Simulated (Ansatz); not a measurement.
# CdSe: the cost of one run

Program: Ansatz 0.2.0. Level of theory: DFT PBEsol, frozen-core PAW, scalar-relativistic unless said. These are calculated values, not measurements.

### Step 1. The starting structure

Symmetry: F-43m, No. 216, cubic system. Conventional cell: a = 6.141 Å, b = 6.141 Å, c = 6.141 Å, α = 90.00°, β = 90.00°, γ = 90.00°. Cd (site symmetry -43m) is surrounded by 4 Se at 2.66 Å. Around Se (site symmetry -43m) lie 4 Cd at 2.66 Å.

Structure file:

```
Cd Se
1.0
     0.00000    3.07027    3.07027
     3.07027    0.00000    3.07027
     3.07027    3.07027    0.00000
Cd Se
1 1
Direct
  0.00000 0.00000 0.00000
  0.75000 0.75000 0.75000
```

Cartesian axes are those of the input's lattice vectors. The structure goes back to a database entry.

### Step 2. Cell and atoms relaxed, PAW

Input file input.yaml:

```yaml
crystal:
  lattice:
    - [0.0, 3.0702711986, 3.0702711986]
    - [3.0702711986, 0.0, 3.0702711986]
    - [3.0702711986, 3.0702711986, 0.0]
  atoms:
    - { symbol: Cd, position: [0.0, 0.0, 0.0] }
    - { symbol: Se, position: [0.75, 0.75, 0.75] }
kpoints:
  mp_grid: { grid: [14, 14, 14] }
scf:
  occupations: { method: fermi_dirac, width: 0.05 }
hamiltonian:
  xc: pbesol
  pseudopotentials: { kind: paw }
relax:
  f_tol: 0.002
  max_steps: 80
  cell: {}
output:
  forces: true
  stress: true
```

Started as:

```bash
ansatz run input.yaml --threads 1 --pin off --max-ram 3072MiB --backend cpu --events-out ev --progress --plain --runs-dir out
```

What time and memory should one allow on 1 thread of Arm Neoverse V2, shared host?

About 31 s, with a peak of 0.43 GiB.
